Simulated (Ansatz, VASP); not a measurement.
**CuO in VASP and in Ansatz**

INCAR

```
PREC     = Accurate       # precision mode
ENCUT    = 520            # plane-wave cutoff, eV
EDIFF    = 1E-6           # SCF threshold, eV
ISMEAR   = -1             # smearing method
SIGMA    = 0.05           # smearing width, eV
LREAL    = F              # projectors in reciprocal space
LASPH    = T              # aspherical terms in the spheres
NELM     = 60             # most SCF steps
ALGO     = Normal         # electronic algorithm
ISIF     = 2              # what is computed and relaxed
LWAVE    = F              # write WAVECAR
LCHARG   = T              # write CHGCAR
GGA      = PE             # functional
LELF     = T              # ELF
LVHAR    = T            
NBANDS   = 25             # bands
```

File KPOINTS:

```
regular mesh
0
Gamma
  9 9 5
```

The input POSCAR:

```
CuO
1.0
    2.8405840181      0.0000000000      0.0000000000
    0.0385446830      2.8403655272      0.0000000000
    0.0172589332      0.0170118330      5.1063800938
Cu O
2 2
Direct
    0.0000000000      0.5000000000      0.0000000000
    0.5000000000      0.0000000000      0.5000000000
    0.9984239700      0.0016717800      0.7498871000
    0.0015760300      0.9983282200      0.2501129000
```

File input.yaml:

```yaml
crystal:
  lattice:
    - [2.8405840181, 0.0, 0.0]
    - [0.038544683, 2.8403655272, 0.0]
    - [0.0172589332, 0.017011833, 5.1063800938]
  atoms:
    - { symbol: Cu, position: [0.0, 0.5, 0.0] }
    - { symbol: Cu, position: [0.5, 0.0, 0.5] }
    - { symbol: O, position: [0.99842397, 0.00167178, 0.7498871] }
    - { symbol: O, position: [0.00157603, 0.99832822, 0.2501129] }
hamiltonian:
  xc: pbe
  pseudopotentials: { kind: paw }
kpoints:
  mp_grid: { grid: [9, 9, 5] }
scf:
  occupations: { method: fermi_dirac, width: 0.05 }
output:
  forces: true
  stress: true
  eigenvalues: true
  write_density: true
  write_potential: true
  elf: true
  volumetric_format: npy
```

The cell comes from a database or a generator and needn't be the stable form of this composition.

Alike in both runs: task single point; functional PBE; k mesh 9 × 9 × 5; occupations fermi-dirac, width 0.05 eV; no spin polarisation.

|  | VASP | Ansatz |
| --- | --- | --- |
| version | VASP 6.6.1 | Ansatz 0.2.0 |
| potentials or method | VASP PAW PBE potentials, release 64 (Cu, O) | Ansatz PAW |
| plane-wave cutoff (eV) | 520 | 420 |
| valence electrons in the cell | 34 | 50 |

VASP gave:

```
gap on the k mesh at the Fermi level (eV)       : none
pressure (GPa)                                  : 14.7
largest component of the traceless stress (GPa) : 1.18
rms of the force components (eV/Å)              : 0.005
```

Question: What did Ansatz give for the same quantities?

Answer: gap on the k mesh at the Fermi level (eV): none; pressure (GPa): 13.8; largest component of the traceless stress (GPa): 0.79; rms of the force components (eV/Å): 0.005.

Atom by atom the forces differ by 0.001 eV/Å (rms over components). A gap of «none» marks a metal or a gap that the smearing closes. The functional is the same, so the differences come from potentials, cutoffs and numerics. The two sets of potentials don't hold the same shells in valence.

Caveats: the run has no spin polarisation, though such a crystal can be magnetic; semilocal functionals often make such compounds metallic where correlation or magnetic order opens a gap, which also shifts bond lengths; the pressure holds a Pulay correction of +0.7 GPa for the finite cutoff (Ansatz).
